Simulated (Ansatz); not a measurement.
**How far is PAW off for Se?**

```
Se
1.0
     4.35517    0.00000    0.00000
    -2.17758    3.77169    0.00000
     0.00000    0.00000    4.94945
Se
3
Cartesian
  0.9451 0.0000 0.8249
  -0.4725 0.8185 4.1245
  1.7050 2.9532 2.4747
```

Atoms are numbered in the order listed.

The geometry is COD entry 9008579, unchecked; take it as a test cell.

Levels of theory: DFT, PBEsol, PAW with Ansatz's default frozen-core files, scalar-relativistic (Ansatz 0.2.0); DFT, PBEsol, all-electron PAW with datasets made for the crystal, scalar-relativistic (Ansatz 0.2.0); DFT, PBEsol, all-electron LAPW, scalar-relativistic (Ansatz 0.2.0).

For PAW: a Γ-centred 8×8×6 k mesh, Fermi–Dirac smearing of 0.02 eV, cutoff 420 eV, no spin polarisation; the PAW files were made with PBE, and the program remakes their frozen cores for this functional. The crystal-made all-electron datasets (AE datasets) take a cutoff of 200 eV at this cell. LAPW targets a basis error of 1 meV/atom. The Ansatz runs share mesh, smearing and spin set-up. Plane-wave (PAW) pressures include the program's estimate of the Pulay term.

Stress and pressure are positive in compression.

Levels count from the top of the valence band.

```csv
quantity,PAW,AE datasets,LAPW
pressure (GPa),2.89,2.88,2.88
stress xx (GPa),2.11,2.11,2.11
stress zz (GPa),4.44,4.43,4.43
"force on Se1, x (eV/Å)",1.009,1.004,1.004
band gap (eV),0.922,0.933,0.933
highest filled level at M (eV),-1.066,-1.065,-1.065
lowest empty level at M (eV),2.010,2.016,2.016
highest filled level at A (eV),-1.217,-1.216,-1.216
lowest empty level at A (eV),1.244,1.252,1.252
highest filled level at L (eV),-0.005,-0.004,-0.004
lowest empty level at L (eV),1.512,1.522,1.522
```

PAW's pressure differs from the LAPW value by about 0.01 GPa or less.
